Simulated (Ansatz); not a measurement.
Density of states of LiNbO₃ (R3c, a = 5.138 Å, b = 5.138 Å, c = 13.884 Å, α = 90.00°, β = 90.00°, γ = 120.00°), in states per eV and primitive cell, averaged over bins of 0.5 eV. Method: DFT r2SCAN, scalar-relativistic, plane waves, PAW (Ansatz).

Settings: cutoff 500 eV, Γ-centred mesh 6×6×6 on the computed 10-atom cell, Gaussian smearing of 0.02 eV; no spin polarisation.

The cell is relaxed at this level. The states (both spins) are summed by tetrahedra on a 9×9×9 mesh at the self-consistent density. Energies are bin centres; the table starts no lower than −8 eV and ends at 6 eV, or lower where the solved bands end.

The gap is 4.00 eV at this level, with the zero inside it.

```tsv
E − E_F (eV)	total	O 2p	Nb 4d	O 2s	Li 2s
-6.40	7.76	4.98	2.44	0.04	0.06
-5.90	6.93	4.75	1.82	0.07	0.05
-5.40	5.96	4.24	1.40	0.08	0.05
-4.90	6.71	5.05	1.29	0.10	0.05
-4.40	6.55	5.14	1.09	0.09	0.04
-3.90	5.32	4.40	0.64	0.07	0.05
-3.40	7.01	6.11	0.56	0.08	0.06
-2.90	10.13	9.25	0.52	0.07	0.04
-2.40	12.55	11.91	0.32	0.04	0.04
-1.90	3.08	3.00	0.03	0.00	0.00
-1.40	0.00	0.00	0.00	0.00	0.00
-0.90	0.00	0.00	0.00	0.00	0.00
-0.40	0.00	0.00	0.00	0.00	0.00
0.10	0.00	0.00	0.00	0.00	0.00
0.60	0.00	0.00	0.00	0.00	0.00
1.10	0.00	0.00	0.00	0.00	0.00
1.60	0.00	0.00	0.00	0.00	0.00
2.10	3.82	0.59	3.07	0.05	0.02
2.60	4.99	1.01	3.74	0.05	0.03
3.10	6.90	1.71	4.80	0.08	0.07
3.60	8.16	2.21	5.29	0.09	0.22
4.10	0.12	0.03	0.07	0.00	0.00
4.60	0.00	0.00	0.00	0.00	0.00
5.10	0.00	0.00	0.00	0.00	0.00
5.60	0.00	0.00	0.00	0.00	0.00
```

The columns after the total are the main Löwdin projections on the occupied valence shells of the potentials; 4 others are left out. The rest of the total lies in those, in shells that are empty in the free atom, which aren't projected, and between the atoms.

Cost: 1 run of about 7.6 core-minutes, on Intel Xeon Processor @ 2.50GHz (Skylake/Cascade Lake) (shared hosts).